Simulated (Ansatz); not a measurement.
Hf:

```
Hf
1.0
     0.00000    2.22000    2.22000
     2.22000    0.00000    2.22000
     2.22000    2.22000    0.00000
Hf
1
Direct
  0.00000 0.00000 0.00000
```

This isn't the form of Hf at room conditions, which is hcp.

Below is the output of Ansatz 0.2.0 for this cell. Logs are shortened: lines on timing, memory, paths and dates and some standing lists are left out, and cuts for length are marked.

```text
Warning: RAYON_NUM_THREADS=2 ignored (pool sized by the plan → 2); use --threads N
Engine: ansatz 0.2.0, aarch64-unknown-linux-gnu
Pseudopotentials: kind: paw
Pseudopotential: Hf, paw, valence charge 26, recommended cutoff 420 eV (normal), Hf.paw.azcp
Functional definition: RPBE
  parameter kappa = 0.804
  parameter beta = 0.06672455060314922
  exchange = rpbe_x(kappa = kappa, mu = beta*pi^2/3)
  correlation = pbe_c(beta = beta)
Crystal: 1 atoms, lattice volume = 21.882 Å³
Basis set: ecut = 420 eV, 411 PW (Γ), exchange–correlation on 48×48×48 points (8 copies of the dense FFT grid, shifted against one another)
Bands: 17, of which v1, the nominal top of the filled ones, is band 13 counted from 1 (12 counted from 0)
Symmetry: 48 space group operations
Space group: Fm-3m (ITA 225), of the structure as read, at distance tolerance 2.8e-5 Å
k-points: 47 of 1000
Non-local potential: Hf, projectors of the file, l = 0: 3, l = 1: 2, l = 2: 2, l = 3: 3
PAW form: soft (Blöchl's): semilocal exchange-correlation on the pseudo side does not see the compensation charge
PAW frozen core: Hf, regenerated for the run's functional, and the local potential with it (the file was generated under x = pbe(κ = 0.804, μ = 0.2195149727645171), c = pbe(β = 0.06672455060314922))
PAW one-centre angular grid: Hf, 590 points (default); XC on 64 Gauss nodes
Initial density: superposition of atomic densities (neutral atoms: chi_scale 0, normalization atom), corrected by the library's trained network
Initial wavefunctions: pseudopotential atomic-orbital guess
Functional: x = rpbe, c = pbe(β = 0.06672455060314922)
SCF iter   1: F=—  HF=-15733.698700 eV  |F-HF|=—  |Δ(HF+E_count)|=         —  Δρ=2.95e-3  dr2=7.41e-4  ethr=1.77e-3  ⟨swp⟩=5.0  Hψ=3388  notcnv=0
preconditioner: auto → none  [metal: Δε(μ)=0.058 eV  Ē_g=18.625 eV  σ=0.050 eV  W_gap=0.28  n_scr=8 (ndim 8)  ℏωp=38.9 eV  f_vac=0.000  D(μ)=1.28/eV (n_scr^D=14)  sad-step TF]
SCF iter   2: F=—  HF=-15733.698962 eV  |F-HF|=—  |Δ(HF+E_count)|=   2.62e-4  Δρ=1.81e-3  dr2=3.17e-4  ethr=2.85e-6  ⟨swp⟩=2.4  Hψ=1677  notcnv=0
SCF iter   3: F=—  HF=-15733.699291 eV  |F-HF|=—  |Δ(HF+E_count)|=   3.28e-4  Δρ=6.30e-4  dr2=4.93e-5  ethr=1.22e-6  ⟨swp⟩=2.0  Hψ=1358  notcnv=0  defer=1
SCF iter   4: F=—  HF=-15733.699231 eV  |F-HF|=—  |Δ(HF+E_count)|=   5.99e-5  Δρ=9.64e-5  dr2=6.57e-7  ethr=1.90e-7  ⟨swp⟩=2.0  Hψ=1406  notcnv=0  defer=1
SCF iter   5: F=—  HF=-15733.699230 eV  |F-HF|=—  |Δ(HF+E_count)|=   8.99e-7  Δρ=4.38e-5  dr2=1.11e-7  ethr=2.53e-9  ⟨swp⟩=2.1  Hψ=1258  notcnv=0  defer=1
SCF iter   6: F=-15733.699230 eV  HF=-15733.699230 eV  |F-HF|=1.28e-9  |Δ(HF+E_count)|=   9.32e-9  Δρ=1.70e-6  dr2=1.59e-10  ethr=3.85e-10  ⟨swp⟩=5.4  Hψ=3510  notcnv=0
[... 52 lines left out ...]
SCF converged after 6 iterations
Free energy (F): -15733.722717 eV
Harris-Foulkes:  -15733.722717 eV  (|F-HF|=7.28e-12)
Internal energy: -15733.709433 eV  (E = F + TS)
E sigma→0 (E₀):  -15733.716075 eV
Entropy (-TS):   -0.013283 eV (-13.283 meV/atom)
Fermi energy:    19.051881 eV
--- Per-component energies (eV) ---
  E_band       = 16.672297
  E_kinetic    = 423.036661
  E_local      = -5163.833837  (includes V_loc(G=0)·N_el)
  E_nonlocal   = -1246.168536
  E_hartree    = 2422.569404
  E_xc         = -300.084136
  E_vxc        = -265.440486  (∫ρ·V_xc dr)
  E_paw        = -6939.506948  (= ΣΔE_a)
  E_vpaw       = 1423.939664  (= ΣTr[D̂ρ^β])
  E_aug_tail   = -0.000001  (compensation charges beyond the density's cutoff)
  E_ewald      = -4929.536063
  E_core_change = -0.185977  (= ΣΔE_core)
  E_smearing   = -0.013283  (= −TS)
  E_closure    = 0.000000  (closes the sum)
  Σ components = -15733.722717   (vs F -15733.722717, Δ=0.00e0)
--- Forces (eV/Å), atoms counted from 1 ---
  atom   1  Hf    -0.00000000     0.00000000     0.00000000
  max |Σ_I F_I| component: 3.42e-30 eV/Å
--- Stress (GPa, compression-positive) ---
       -0.016568       0.000000       0.000000
        0.000000      -0.016568       0.000000
        0.000000       0.000000      -0.016568
  P = ⅓ Tr σ = -0.0166 GPa (-0.166 kbar)
--- Band table (eV; the first three rows and the last of 47) ---
  k-point 0: bands = ["-42.7952", "-11.0921", "-11.0921", "-11.0921", "7.2555", "7.2714", "7.2714", "7.2714", "7.3377", "7.3377", "7.3377", "11.9734", "20.4606", "20.4606", "20.4606", "23.1438", "23.1438"]
  k-point 1: bands = ["-42.7902", "-11.1642", "-11.1014", "-11.1014", "7.2597", "7.2707", "7.2748", "7.2748", "7.3316", "7.3316", "7.3379", "12.3037", "20.1378", "20.6139", "20.6139", "22.9899", "22.9899"]
  k-point 2: bands = ["-42.7772", "-11.3488", "-11.1256", "-11.1256", "7.2619", "7.2780", "7.2831", "7.2831", "7.3169", "7.3169", "7.3385", "13.2068", "19.4856", "20.8383", "20.8383", "22.9139", "22.9139"]
  k-point 46: bands = ["-42.7254", "-11.6240", "-11.4965", "-11.3590", "7.2791", "7.2843", "7.2863", "7.2980", "7.3012", "7.3024", "7.3265", "17.1651", "18.1145", "19.2969", "21.8557", "25.7353", "27.7165"]
--- Relaxed structure (4 steps of the walk, 3 accepted, 1 SCFs on fresh bases) ---
  F+E_penalty+E_count = -15733.72271652 eV   max|allowed force component| = 0.000e0 eV/Å   (the final SCF, on the basis selected at the relaxed cell)
  cell:  # Å, volume = 23.1903 Å³
    - [4.331066227961251e-34, 2.2633865545860923, 2.2633865545860914]
    - [2.2633865545860923, 3.057223219737354e-34, 2.2633865545860914]
    - [2.2633865545860923, 2.2633865545860923, -1.2738430082238975e-34]
  atoms:
    - { symbol: Hf, position: [0.0, 0.0, 0.0] }
```

Question: Write the input and the command behind it.

Answer: Relaxation of cell and atoms with RPBE, no spin polarisation. The files as run (others can give the same):

input.yaml
```yaml
crystal:
  lattice:
    - [0.0, 2.22, 2.22]
    - [2.22, 0.0, 2.22]
    - [2.22, 2.22, 0.0]
  atoms:
    - { symbol: Hf, position: [0.0, 0.0, 0.0] }
hamiltonian:
  xc: rpbe
  pseudopotentials: { kind: paw }
kpoints:
  mp_grid: { grid: [10, 10, 10] }
scf:
  occupations: { method: fermi_dirac, width: 0.05 }
output:
  forces: true
  stress: true
  eigenvalues: true
relax:
  f_tol: 0.01
  max_steps: 40
  cell: { stress_tol: 0.05 }
```

Potentials or basis: Ansatz PAW.
The run is started by
```sh
$ ansatz run input.yaml --threads 2 --pin off --max-ram 5632MiB --backend cpu --events-out ev --progress --plain --runs-dir out
```

Caveat: the plane-wave basis is chosen anew once the cell has moved, so the energies of steps on either side of that aren't comparable; the PAW data sets come from PBE, with cores solved anew for the run's functional, which leaves a small shift of forces and pressure.
